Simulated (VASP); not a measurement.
# CdTe (F-43m) in VASP: settings compared

One crystal, CdTe, is run at these levels: PBE, PBEsol; tasks: relaxation of cell and atoms, relaxation of the atoms.

Everything below comes from runs of VASP 6.6.1. Logs are shortened: lines on timing, memory, paths and dates and some standing lists are left out, and cuts for length are marked.

## 1. The crystal as given

It takes space group F-43m (No. 216, cubic). The conventional cell has a = 6.622 Å, b = 6.622 Å, c = 6.622 Å, α = 90.00°, β = 90.00°, γ = 90.00°. Cd (site symmetry -43m) has 4 Te at 2.87 Å as nearest neighbours. Te (site symmetry -43m) is surrounded by 4 Cd at 2.87 Å.

## 2. Relaxation of cell and atoms, PBE

File INCAR:

```
SYSTEM = CdTe
  PREC = Accurate
  ENCUT = 600
  EDIFF = 1E-7
  ISMEAR = 0
  SIGMA = 0.03
  LREAL = .False.
  LASPH = .True.
  NELM = 80
  ALGO = Normal
  ISIF = 3
  LWAVE = .False.
  LCHARG = .False.
  GGA = PE
  IBRION = 2
  NSW = 90
  EDIFFG = -0.005
```

File KPOINTS:

```
regular mesh
0
Gamma
  8 8 8
  0 0 0
```

File POSCAR:

```
CdTe                                    
1.0
   -0.0000000000      3.3111409339      3.3111409339
    3.3111409339      0.0000000000      3.3111409339
    3.3111409339      3.3111409339     -0.0000000000
  Cd              Te            
     1     1
Direct
     0.0000000000000000    0.0000000000000000    0.0000000000000000
     0.2500000000000000    0.2500000000000000    0.2500000000000000
```

Potentials or basis: VASP PAW PBE potentials, release 64 (Cd, Te).

Command:

```
$ cat potpaw_PBE.64/Cd/POTCAR potpaw_PBE.64/Te/POTCAR > POTCAR
$ mpirun -np 1 vasp_std > vasp.out
```

OUTCAR:

```text
SYSTEM = CdTe
   PREC = Accurate
   ENCUT = 600
   EDIFF = 1E-7
   ISMEAR = 0
   LREAL = .False.
   LASPH = .True.
   NELM = 80
   ISIF = 3
   GGA = PE
   IBRION = 2
   NSW = 90
   EDIFFG = -0.005

 ion  position               nearest neighbor table
   1  0.000  0.000  0.000-   2 2.87   2 2.87   2 2.87   2 2.87
   2  0.250  0.250  0.250-   1 2.87   1 2.87   1 2.87   1 2.87

  LATTYP: Found a face centered cubic cell.
 ALAT       =     6.6222818678

  Lattice vectors:

 A1 = (   0.0000000000,   3.3111409339,   3.3111409339)
 A2 = (   3.3111409339,   0.0000000000,   3.3111409339)
 A3 = (   3.3111409339,   3.3111409339,   0.0000000000)

Analysis of symmetry for initial positions (statically):
=====================================================================
 Subroutine PRICEL returns:
 Original cell was already a primitive cell.

 Routine SETGRP: Setting up the symmetry group for a
 face centered cubic supercell.

 Subroutine GETGRP returns: Found 24 space group operations
 (whereof 24 operations were pure point group operations)
 out of a pool of 48 trial point group operations.

The static configuration has the point symmetry T_d .

Analysis of symmetry for dynamics (positions and initial velocities):
=====================================================================
 Subroutine PRICEL returns:
 Original cell was already a primitive cell.

 Routine SETGRP: Setting up the symmetry group for a
 face centered cubic supercell.

 Subroutine GETGRP returns: Found 24 space group operations
 (whereof 24 operations were pure point group operations)
 out of a pool of 48 trial point group operations.

The dynamic configuration has the point symmetry T_d .

 Subroutine INISYM returns: Found 24 space group operations
 (whereof 24 operations are pure point group operations),
 and found     1 'primitive' translations

----------------------------------------------------------------------------------------

                                     Primitive cell

  volume of cell :      72.6044

  direct lattice vectors                    reciprocal lattice vectors
     0.000000000  3.311140934  3.311140934    -0.151005351  0.151005351  0.151005351
     3.311140934  0.000000000  3.311140934     0.151005351 -0.151005351  0.151005351
     3.311140934  3.311140934  0.000000000     0.151005351  0.151005351 -0.151005351

  length of vectors
     4.682660416  4.682660416  4.682660416     0.261548941  0.261548941  0.261548941

  position of ions in fractional coordinates (direct lattice)
     0.000000000  0.000000000  0.000000000
     0.250000000  0.250000000  0.250000000

  ion indices of the primitive-cell ions
   primitive index   ion index
                 1           1
                 2           2

----------------------------------------------------------------------------------------

 KPOINTS: regular mesh

Automatic generation of k-mesh.
 Grid dimensions read from file:
 generate k-points for:    8    8    8

 Generating k-lattice:

  Cartesian coordinates                     Fractional coordinates (reciprocal lattice)
    -0.018875669  0.018875669  0.018875669     0.125000000  0.000000000  0.000000000
     0.018875669 -0.018875669  0.018875669     0.000000000  0.125000000  0.000000000
     0.018875669  0.018875669 -0.018875669     0.000000000  0.000000000  0.125000000

  Length of vectors
     0.032693618  0.032693618  0.032693618

  Shift w.r.t. Gamma in fractional coordinates (k-lattice)
     0.000000000  0.000000000  0.000000000

 Subroutine IBZKPT returns following result:
 ===========================================

 Found     29 irreducible k-points:

 Following reciprocal coordinates:
            Coordinates               Weight
  0.000000  0.000000  0.000000      1.000000
  0.125000  0.000000  0.000000      8.000000
  0.250000  0.000000  0.000000      8.000000
  0.375000  0.000000  0.000000      8.000000
  0.500000  0.000000  0.000000      4.000000
  0.125000  0.125000  0.000000      6.000000
[... 16 lines left out ...]
  0.500000  0.250000  0.125000     48.000000
 -0.375000  0.250000  0.125000     24.000000
 [... further k-points ...]
   k-points           NKPTS =     29   k-points in BZ     NKDIM =     29   number of bands    NBANDS=     13
   number of dos      NEDOS =    301   number of ions     NIONS =      2
   total plane-waves  NPLWV =  64000
   dimension x,y,z NGX =    40 NGY =   40 NGZ =   40
   dimension x,y,z NGXF=    80 NGYF=   80 NGZF=   80
   ions per type =               1   1
   NGX,Y,Z   is equivalent  to a cutoff of  14.20, 14.20, 14.20 a.u.
   NGXF,Y,Z  is equivalent  to a cutoff of  28.40, 28.40, 28.40 a.u.
 SYSTEM =  CdTe
   PREC   = accura    normal or accurate (medium, high low for compatibility)
   ISTART =      0    job   : 0-new  1-cont  2-samecut
   ICHARG =      2    charge: 1-file 2-atom 10-const
   ISPIN  =      1    spin polarized calculation?
   LNONCOLLINEAR =      F non collinear calculations
   LSORBIT =      F    spin-orbit coupling
   LASPH  =      T    aspherical Exc in radial PAW
   ENCUT  =  600.0 eV  44.10 Ry    6.64 a.u.   9.35  9.35  9.35*2*pi/ulx,y,z
   NELM   =     80;   NELMIN=  2; NELMDL= -5     # of ELM steps
   EDIFF  = 0.1E-06   stopping-criterion for ELM
   LREAL  =      F    real-space projection
   EDIFFG = -.5E-02   stopping-criterion for IOM
   NSW    =     90    number of steps for IOM
   IBRION =      2    ionic relax: 0-MD 1-quasi-New 2-CG
   NFREE  =      1    steps in history (QN), initial steepest desc. (CG)
   ISIF   =      3    stress and relaxation
   ISYM   =      2    0-nonsym 1-usesym 2-fastsym
   POTIM  = 0.5000    time-step for ionic-motion
   TEBEG  =    0.0;   TEEND  =   0.0 temperature during run
   PSTRESS=    0.0 pullay stress
   NELECT =      18.0000    total number of electrons
   NUPDOWN=      -1.0000    fix difference up-down
   EMIN   =  10.00;   EMAX   =-10.00  energy-range for DOS
   EFERMI =   0.00;   METHOD = LEGACY
   ISMEAR =     0;   SIGMA  =   0.03  broadening in eV -4-tet -1-fermi 0-gaus
   EFERMI_NEDOS =   21; number of points for ismear=-14 and -15
   IALGO  =     38    algorithm
   IMIX   =      4    mixing-type and parameters
     AMIX     =   0.40;   BMIX     =  1.00
     AMIX_MAG =   1.60;   BMIX_MAG =  1.00
  volume/ion in A,a.u.               =      36.30       244.98
  Fermi-wavevector in a.u.,A,eV,Ry     =   1.028438  1.943466 14.390667  1.057684
  Thomas-Fermi vector in A             =   2.162434
   LORBIT       =      0    0 simple, 1 ext, 2 COOP (PROOUT), +10 PAW based schemes
   GGA     = PE    functional components
   LHFCALC =     F    Hartree Fock is set to
   AEXX    =    0.0000 exact exchange contribution
   IVDW    =     0    specifies the selected vdW correction
   LEPSILON=     F    determine dielectric tensor
   LRPA    =     F    only Hartree local field effects (RPA)
 conjugate gradient relaxation of ions
 non-spin polarized calculation
 Gauss-broadening in eV      SIGMA  =   0.03
  energy-cutoff  :      600.00
  volume of cell :       72.60
 maximum number of plane-waves:      2452
 NGX is ok and might be reduce to    40
   NGX = 19   NGY = 19   NGZ = 19

 number of electron      18.0000001 magnetization

 Free energy of the ion-electron system (eV)
  ---------------------------------------------------
  ext. energy  EPLUGINS =         0.00000000
  ---------------------------------------------------
  free energy    TOTEN  =        -4.81181088 eV

  energy without entropy =       -4.81181088  energy(sigma->0) =       -4.81181088

 E-fermi :   1.9272     XC(G=0):  -8.3007

 val. band max:        1.7820183620   @ k =   0.0000   0.0000   0.0000
 cond. band min:       2.3591487683   @ k =   0.0000   0.0000   0.0000
 fundamental gap:      0.5771304063
 Fermi energy:         1.9271720143

 k-point     1 :       0.0000    0.0000    0.0000
  band No.  band energies     occupation
      1      -9.0423      2.00000
      2      -6.3036      2.00000
      3      -6.3036      2.00000
      4      -6.3036      2.00000
      5      -6.0881      2.00000
      6      -6.0881      2.00000
      7       1.7820      2.00000
      8       1.7820      2.00000
      9       1.7820      2.00000
     10       2.3591      0.00000
     11       6.4218      0.00000
     12       6.4218      0.00000
     13       6.4218      0.00000

 k-point     2 :       0.1250    0.0000    0.0000
  band No.  band energies     occupation
      1      -8.9924      2.00000
      2      -6.2945      2.00000
      3      -6.2945      2.00000
      4      -6.2612      2.00000
      5      -6.0887      2.00000
      6      -6.0887      2.00000
      7       0.5991      2.00000
      8       1.6624      2.00000
      9       1.6624      2.00000
     10       3.2582      0.00000
     11       6.3753      0.00000
     12       6.6149      0.00000
     13       6.6149      0.00000

 k-point     3 :       0.2500    0.0000    0.0000
  band No.  band energies     occupation
      1      -8.8717      2.00000
      2      -6.2742      2.00000
      3      -6.2742      2.00000
      4      -6.1243      2.00000
      5      -6.0882      2.00000
      6      -6.0882      2.00000
      7      -0.7791      2.00000
      8       1.4062      2.00000
      9       1.4062      2.00000
     10       3.6574      0.00000
     11       6.9325      0.00000
     12       6.9325      0.00000
     13       7.0297      0.00000
[... 305 lines left out ...]
 k-point    23 :       0.5000    0.2500    0.1250
  band No.  band energies     occupation
      1      -8.6906      2.00000
      2      -6.2346      2.00000
      3      -6.2262      2.00000
      4      -6.1089      2.00000
      5      -6.0796      2.00000
      6      -5.8131      2.00000
      7      -1.8205      2.00000
      8       0.0473      2.00000
      9       0.7950      2.00000
     10       4.8749      0.00000
     11       6.3627      0.00000
     12       7.2263      0.00000
     13       8.3963      0.00000

 k-point    24 :      -0.3750    0.2500    0.1250
  band No.  band energies     occupation
      1      -8.6531      2.00000
      2      -6.2301      2.00000
      3      -6.2204      2.00000
      4      -6.0999      2.00000
      5      -6.0830      2.00000
      6      -5.7052      2.00000
      7      -2.1322      2.00000
      8      -0.0699      2.00000
      9       0.6648      2.00000
     10       4.8711      0.00000
     11       6.4428      0.00000
     12       7.6613      0.00000
     13       8.7968      0.00000

 [... further k-points ...]
[... 5 lines left out ...]
  --------------------------------------------------------------------------------------
  -------------------------------------------------------------------------------------
  Total        0.0028090      0.0028090      0.0028090      0.0000000     -0.0000000      0.0000000
  in kB        0.0619866      0.0619866      0.0619866      0.0000000     -0.0000000      0.0000000
  external PRESSURE =       0.0619866 kB  Pullay stress =       0.0000000 kB

 VOLUME and BASIS-vectors are now :
 -----------------------------------------------------------------------------
  energy-cutoff  :      600.00
  volume of cell :       72.60
      direct lattice vectors                 reciprocal lattice vectors
     0.000000000  3.311140934  3.311140934    -0.151005351  0.151005351  0.151005351
     3.311140934  0.000000000  3.311140934     0.151005351 -0.151005351  0.151005351
     3.311140934  3.311140934  0.000000000     0.151005351  0.151005351 -0.151005351

 POSITION                                       TOTAL-FORCE (eV/Angst)
 -----------------------------------------------------------------------------------
      0.00000      0.00000      0.00000        -0.000000     -0.000000      0.000000
      1.65557      1.65557      1.65557         0.000000      0.000000     -0.000000
 -----------------------------------------------------------------------------------
    total drift:                               -0.000000     -0.000000     -0.000000

  FREE ENERGIE OF THE ION-ELECTRON SYSTEM (eV)
  ---------------------------------------------------
  free  energy   TOTEN  =        -4.8118108831 eV

  energy  without entropy=       -4.8118108831  energy(sigma->0) =       -4.81181088

 reached required accuracy - stopping structural energy minimisation
```

Run time: 21 s. Hardware: 1 thread of AMD EPYC 9R45 (Zen 5), shared host; peak memory 0.22 GiB.

What came out:

```
Free energy             : -4.8118 eV
Pressure after relaxing : 0.0 GPa
Band gap on the k mesh  : 0.58 eV, direct
```

Final structure:
```
Cd Te
1.0
     0.00000    3.31114    3.31114
     3.31114    0.00000    3.31114
     3.31114    3.31114    0.00000
Cd Te
1 1
Direct
  0.00000 0.00000 0.00000
  0.25000 0.25000 0.25000
```

Levels at points of the mesh, in eV from the valence-band top:
```csv
k point,band 7,band 8,band 9,band 10,band 11,band 12
"(0.00, 0.00, 0.00)",0.00,0.00,0.00,0.58,4.64,4.64
"(0.50, 0.00, 0.00)",-4.07,-0.68,-0.68,1.75,5.21,5.21
"(0.50, 0.50, 0.00)",-4.00,-1.65,-1.65,2.67,2.74,8.50
```

Caveat: the relaxation stopped at its first step, so nothing moved; spin-orbit coupling is left out, which moves the levels of the heavy elements. PBE gaps usually lie below the measured ones, often by a third to a half.

## 3. Relaxation of cell and atoms, PBEsol

This run uses another cell than the first one, of 32.92 Å³/atom, 0.907 times its volume.

File INCAR:

```
PREC     = Accurate       # precision mode
ENCUT    = 600            # plane-wave cutoff, eV
EDIFF    = 1E-6           # SCF threshold, eV
ISMEAR   = 0              # smearing method
SIGMA    = 0.03           # smearing width, eV
LREAL    = F              # projectors in reciprocal space
LASPH    = T              # aspherical terms in the spheres
NELM     = 80             # most SCF steps
ALGO     = Normal         # electronic algorithm
ISIF     = 3              # what is computed and relaxed
LWAVE    = F              # write WAVECAR
LCHARG   = F              # write CHGCAR
GGA      = PS             # functional
IBRION   = 2              # ionic algorithm
NSW      = 90             # ionic steps
EDIFFG   = -0.01          # ionic threshold
```

File KPOINTS:

```
regular mesh
0
Gamma
  8 8 8
```

File POSCAR:

```
CdTe
1.0
    0.0000000000      3.2050000000      3.2050000000
    3.2050000000      0.0000000000      3.2050000000
    3.2050000000      3.2050000000      0.0000000000
Cd Te
1 1
Direct
    0.0000000000      0.0000000000      0.0000000000
    0.2500000000      0.2500000000      0.2500000000
```

Potentials or basis: VASP PAW PBE potentials, release 64 (Cd, Te).

Command:

```
$ cat potpaw_PBE.64/Cd/POTCAR potpaw_PBE.64/Te/POTCAR > POTCAR
$ mpirun -np 1 vasp_std > vasp.out
```

Run time: 74 s. Hardware: 1 thread of Intel Xeon Platinum 8175M at 2.50GHz (Skylake/Cascade Lake), shared host; peak memory 0.23 GiB.

It converged, with:

```
Free energy                            : -5.4888 eV
Relaxed volume                         : 34.26 Å³/atom
Relaxed cell                           : a = 4.593 Å, b = 4.593 Å, c = 4.593 Å, α = 60.00°, β = 60.00°, γ = 60.00°
Space group after relaxing (to 0.05 Å) : F-43m (No. 216)
Energy gained by relaxing              : 7.3 meV/atom
Ionic steps                            : 3
Pressure after relaxing                : 0.0 GPa
Band gap on the k mesh                 : 0.64 eV, direct
```

Step by step:
| step | energy change (eV) | largest force (eV/Å) | pressure (GPa) | volume (Å³) |
| --- | --- | --- | --- | --- |
| 1 | 0.0000 | 0.0000 | 1.81 | 65.84 |
| 2 | -0.0129 | 0.0000 | -0.54 | 69.46 |
| 3 | -0.0145 | 0.0000 | 0.00 | 68.52 |

Final structure:
```xyz
2
Lattice="0.0000 3.2478 3.2478 3.2478 0.0000 3.2478 3.2478 3.2478 0.0000" Properties=species:S:1:pos:R:3 pbc="T T T"
Cd    0.0000    0.0000    0.0000
Te    1.6239    1.6239    1.6239
```

Levels at points of the mesh, in eV from the valence-band top:
```tsv
k point	band 5	band 6	band 7	band 8	band 9	band 10	band 11	band 12	band 13
(0.00, 0.00, 0.00)	-7.97	-7.97	0.00	0.00	0.00	0.64	4.55	4.55	4.55
(0.50, 0.00, 0.00)	-7.96	-7.63	-4.44	-0.77	-0.77	1.73	5.13	5.13	6.93
(0.50, 0.50, 0.00)	-7.94	-7.50	-4.32	-1.86	-1.86	2.51	2.60	8.69	9.04
```

Caveat: the PAW data sets were made with another functional, which shifts forces and pressure a little; spin-orbit coupling is left out, which moves the levels of the heavy elements. Zero-point motion and thermal expansion aren't in these numbers.

## 4. Relaxation of cell and atoms, PBEsol

This run uses another cell than the first one, of 34.26 Å³/atom, 0.944 times its volume.

Changes to INCAR since step 3:

```diff
@@ -2,3 +2,3 @@
 ENCUT    = 600            # plane-wave cutoff, eV
-EDIFF    = 1E-6           # SCF threshold, eV
+EDIFF    = 1E-7           # SCF threshold, eV
 ISMEAR   = 0              # smearing method
@@ -15,2 +15,2 @@
 NSW      = 90             # ionic steps
-EDIFFG   = -0.01          # ionic threshold
+EDIFFG   = -0.005         # ionic threshold
```

KPOINTS is that of step 3.

File POSCAR:

```
CdTe                                    
1.0
    0.0000000000      3.2477981882      3.2477981882
    3.2477981882      0.0000000000      3.2477981882
    3.2477981882      3.2477981882      0.0000000000
  Cd              Te            
     1     1
Direct
     0.0000000000000000    0.0000000000000000    0.0000000000000000
     0.2500000000000000    0.2500000000000000    0.2500000000000000
```

Command:

```
$ cat potpaw_PBE.64/Cd/POTCAR potpaw_PBE.64/Te/POTCAR > POTCAR
$ mpirun -np 1 vasp_std > vasp.out
```

Wall time 46 s (1 thread of Intel Xeon Platinum 8175M at 2.50GHz (Skylake/Cascade Lake), shared host); peak memory 0.25 GiB.

It converged, with:

```
Free energy             : -5.4895 eV
Pressure after relaxing : 0.0 GPa
Band gap on the k mesh  : 0.64 eV, direct
```

Final structure:
```
CELL_PARAMETERS angstrom
0.00000 3.24780 3.24780
3.24780 0.00000 3.24780
3.24780 3.24780 0.00000
ATOMIC_POSITIONS crystal
Cd 0.00000 0.00000 0.00000
Te 0.25000 0.25000 0.25000
```

Levels at points of the mesh, in eV from the valence-band top:
```tsv
k point	band 6	band 7	band 8	band 9	band 10	band 11	band 12	band 13
(0.00, 0.00, 0.00)	-7.97	0.00	0.00	0.00	0.64	4.55	4.55	4.55
(0.50, 0.00, 0.00)	-7.63	-4.44	-0.77	-0.77	1.73	5.13	5.13	6.93
(0.50, 0.50, 0.00)	-7.50	-4.32	-1.86	-1.86	2.51	2.60	8.69	9.04
```

Caveat: the relaxation stopped at its first step, so nothing moved; the PAW data sets were made with another functional, which shifts forces and pressure a little; spin-orbit coupling is left out, which moves the levels of the heavy elements.

(Part 1 of 2 ends here.)
